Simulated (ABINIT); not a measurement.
A calculation with ABINIT 10.8.3 (patched build) of Cu (ASE script, structure from a P1 CIF):

run.py

```python
import json, os
import numpy as np
from ase.units import GPa
from ase.calculators.abinit import Abinit, AbinitProfile
from ase.io import read

atoms = read('Cu.cif')

profile = AbinitProfile(command='abinit', pp_paths=[os.path.abspath('pseudos')])
params = dict(
    pps='pawxml', xc='PBE',
    chksymtnons=0,
    tolsym=1e-06,
    ecut=707.496,
    pawecutdg=1306.1465,
    pawxcdev=0,
    kptopt=1,
    ngkpt=[13, 12, 13],
    nshiftk=1,
    shiftk=[0.0, 0.0, 0.0],
    ixc=11,
    nband=14,
    occopt=3,
    tsmear=0.05,
    nstep=100,
    tolvrs=1e-09,
    prtwf=0,
    prtden=0,
)

atoms.calc = Abinit(profile=profile, directory='run', **params)
energy = atoms.get_potential_energy()
forces = atoms.get_forces()
stress = atoms.get_stress()
print(f'energy {energy:.6f} eV')
print('forces (eV/A)')
print(np.round(forces, 5))
print('stress (GPa, Voigt, tension positive)', np.round(stress / GPa, 4))
json.dump(dict(energy=energy, forces=forces.tolist(), stress=stress.tolist(), cell=atoms.cell.tolist(), frac=atoms.get_scaled_positions(wrap=False).tolist()), open('results.json', 'w'))
```

The input Cu.cif:

```cif
data_Cu
_cell_length_a 2.56490037
_cell_length_b 2.59840386
_cell_length_c 2.50629067
_cell_angle_alpha 59.95140244
_cell_angle_beta 60.31218184
_cell_angle_gamma 59.67626615
_space_group_name_H-M_alt 'P1'
_space_group_name_Hall 'P 1'
_space_group_IT_number 1
loop_
_space_group_symop_operation_xyz
'x,y,z'
loop_
_atom_site_label
_atom_site_type_symbol
_atom_site_symmetry_multiplicity
_atom_site_Wyckoff_symbol
_atom_site_fract_x
_atom_site_fract_y
_atom_site_fract_z
_atom_site_occupancy
Cu1 Cu 1 a 0.0000000000 0.0000000000 0.0000000000 1
```

Potentials or basis: JTH PAW PBE v2.0.

Command:

```console
$ python run.py
```

**Question.** Write the same calculation in another form: native input, structure from a POSCAR.

**Answer.** As run:

run.abi

```
# Pseudopotentials
pp_dirpath "./"
pseudos "Cu.GGA_PBE-JTH.xml"

# Structure
structure "poscar:POSCAR"
natom 1
chkprim 0
chksymtnons 0
tolsym 1.0e-6

# Plane-wave basis
ecut 26.0
pawecutdg 48.0
pawxcdev 0

# k points
kptopt 1
ngkpt 13 12 13
nshiftk 1
shiftk 0.0 0.0 0.0

# Exchange and correlation
ixc 11

# Bands and occupations
nband 14
occopt 3
tsmear 0.05 eV

# SCF cycle
nstep 100
tolvrs 1.0e-9

# Output
iomode 3
prtwf 0
prtden 0
prteig 0
prtebands 0
enunit 2
```

POSCAR

```
Cu
1.0
   -0.0044255800      1.7884307700      1.8385346600
    1.8229069400     -0.0174867600      1.8515958300
    1.7828182100      1.7614032200      0.0226019700
Cu
1
Direct
    0.0000000000      0.0000000000      0.0000000000  Cu
```

Potentials or basis: JTH PAW PBE v2.0.

Launch:

```console
$ abinit run.abi > log 2>&1
```

Both were run:

|  | ASE script, structure from a P1 CIF | native input, structure from a POSCAR |
| --- | --- | --- |
| Pressure | 1.8 GPa | 1.8 GPa |
| Band gap on the k mesh | none (metal or under the smearing width) | none (metal or under the smearing width) |
| Valence electrons inside the program's atomic spheres | Cu 17.37 (radii [1.0588] Å) | Cu 17.37 (radii [1.0588] Å) |

Keys that steer only the numerical path or the files written may differ.
